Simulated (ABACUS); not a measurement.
Write an ASE script for ABACUS 3.10.1 that does the following.

```
Task                                          : single point
Functional                                    : LDA
Potentials or basis                           : PseudoDojo NC SR 0.4.1 LDA stringent
Cutoff                                        : 1891 eV
Density cutoff                                : 7565 eV
Basis                                         : DZP LCAO (the cutoffs set its grid)
k mesh                                        : 12 × 12 × 12
Occupations                                   : fermi-dirac, width 0.05 eV
Spin                                          : collinear spin, ferromagnetic start
Starting moments                              : [3.0] μB
Orbital files                                 : Fe Fe_confined-atom_7au_3s2p2d1f.orb
Radial cutoff of the potentials (pseudo_rcut) : 10 bohr
SCF threshold on the density                  : 1e-07
Max SCF steps                                 : 100
Eigensolver                                   : genelpa
Mixing                                        : broyden
Mixing share                                  : 0.4
Symmetry key                                  : 1
```

The structure of Fe lies in Fe.cif:

```cif
data_Fe
_cell_length_a 2.49934932
_cell_length_b 2.49934932
_cell_length_c 2.49934932
_cell_angle_alpha 109.47122063
_cell_angle_beta 109.47122063
_cell_angle_gamma 109.47122063
_space_group_name_H-M_alt 'P1'
_space_group_name_Hall 'P 1'
_space_group_IT_number 1
loop_
_space_group_symop_operation_xyz
'x,y,z'
loop_
_atom_site_label
_atom_site_type_symbol
_atom_site_symmetry_multiplicity
_atom_site_Wyckoff_symbol
_atom_site_fract_x
_atom_site_fract_y
_atom_site_fract_z
_atom_site_occupancy
Fe1 Fe 1 a 0.0000000000 0.0000000000 0.0000000000 1
```

The input as run:

run_abacus.py

```python
"""ABACUS run from a structure file: ASE reads it, the script writes STRU, KPT and INPUT."""
import re
import subprocess
from ase.io import read
from ase.units import Bohr

atoms = read("Fe.cif")
atoms = atoms[(-atoms.numbers).argsort(kind="stable")]  # ABACUS lists atoms element by element
pseudo = {'Fe': 'Fe.upf'}
orbital = {'Fe': 'Fe_confined-atom_7au_3s2p2d1f.orb'}
magmoms = [3.0]
kmesh = [12, 12, 12]
params = {
    'suffix': 'Fe',
    'calculation': 'scf',
    'basis_type': 'lcao',
    'pseudo_dir': './',
    'orbital_dir': './',
    'symmetry': 1,
    'dft_functional': 'pz',
    'ecutwfc': 139,
    'pseudo_rcut': 10,
    'nspin': 2,
    'nbands': 20,
    'ks_solver': 'genelpa',
    'smearing_method': 'fd',
    'smearing_sigma': 0.00367493,
    'scf_thr': 1e-07,
    'scf_nmax': 100,
    'mixing_type': 'broyden',
    'mixing_beta': 0.4,
    'cal_force': 1,
    'cal_stress': 1,
    'out_mul': 1,
    'out_chg': 1,
}

symbols = atoms.get_chemical_symbols()
elements = list(dict.fromkeys(symbols))
lines = ["ATOMIC_SPECIES"] + [f"{e} {atoms.get_masses()[symbols.index(e)]:.4f} {pseudo[e]}" for e in elements]
if orbital:
    lines += ["", "NUMERICAL_ORBITAL"] + [orbital[e] for e in elements]
lines += ["", "LATTICE_CONSTANT", f"{1 / Bohr:.10f}", "", "LATTICE_VECTORS"]
lines += [" ".join(f"{x:.10f}" for x in v) for v in atoms.cell]
lines += ["", "ATOMIC_POSITIONS", "Direct"]
for e in elements:
    lines += ["", e, "0.0", str(symbols.count(e))]
    for i, p in enumerate(atoms.get_scaled_positions(wrap=False)):
        if symbols[i] == e:
            mag = "" if magmoms is None else " mag " + " ".join(str(x) for x in (magmoms[i] if isinstance(magmoms[i], list) else [magmoms[i]]))
            lines.append(" ".join(f"{x:.10f}" for x in p) + " 1 1 1" + mag)
open("STRU", "w").write("\n".join(lines) + "\n")
open("KPT", "w").write("K_POINTS\n0\nGamma\n%d %d %d 0 0 0\n" % tuple(kmesh))
open("INPUT", "w").write("INPUT_PARAMETERS\n" + "".join(f"{k:<20s}{v}\n" for k, v in params.items()))

done = subprocess.run(['mpirun', '-np', '4', 'abacus'])
if done.returncode:
    raise SystemExit(done.returncode)
log = open("OUT.Fe/running_scf.log").read()
print("final energy (eV):", re.findall(r"FINAL_ETOT_IS (\S+)", log))
```

Potentials or basis: PseudoDojo NC SR 0.4.1 LDA stringent, DZP LCAO (the cutoffs set its grid).

Command:

```console
$ OMP_NUM_THREADS=1 python run_abacus.py > log
```

Results of the run:

- Pressure: -24.6 GPa
- Band gap on the k mesh: none (metal or under the smearing width)
- Net moment: 2.26 μB per cell
- Absolute moment: 2.33 μB per cell
- Site moments: Fe +2.26 μB

Caveat: the atomic orbitals were generated for these runs and aren't a published set; so large a pressure means that the cell lies far from this level's equilibrium, or that cutoff or potentials fall short; the basis of atomic orbitals isn't converged, which shifts pressures, moduli and gaps.

Wall time 10 s on 4 MPI ranks on AMD EPYC 9R45 (Zen 5), on a shared host, peak memory 0.4 GiB a rank.
